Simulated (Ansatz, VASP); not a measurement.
## SnSe in VASP and in Ansatz

```xyz
2
Lattice="0.0000 3.0690 3.0690 3.0690 0.0000 3.0690 3.0690 3.0690 0.0000" Properties=species:S:1:pos:R:3 pbc="T T T"
Sn    0.0000    0.0000    0.0000
Se    3.0690    3.0690    3.0690
```

Measurements of this composition are mostly on another form, of space group No. 62.

Alike in both runs: task single point; functional PBEsol; k mesh 8 × 8 × 8; occupations fermi-dirac, width 0.05 eV; no spin polarisation.

```csv
,VASP,Ansatz
version,VASP 6.6.1,Ansatz 0.2.0
potentials or method,"VASP PAW PBE potentials, release 64 (Sn_d, Se)",Ansatz PAW
plane-wave cutoff (eV),520,420
valence electrons in the cell,20,30
```

|  | VASP | Ansatz | Ansatz less VASP |
| --- | --- | --- | --- |
| gap on the k mesh at the Fermi level (eV) | 0.41 | 0.41 | -0.002 |
| least direct gap on the mesh (eV) | 0.41 | 0.41 | -0.002 |
| pressure (GPa) | -4.4 | -4.4 | 0.00 |

With one functional, cell and mesh, what is left measures potentials, basis and numerics. The two sets of potentials don't hold the same shells in valence.

Caveats: spin-orbit coupling is left out, which moves the levels of the heavy elements; the PAW data sets were made with another functional, which shifts forces and pressure a little (VASP); the PAW data sets come from PBE, with cores solved anew for the run's functional, which leaves a small shift of forces and pressure (Ansatz).
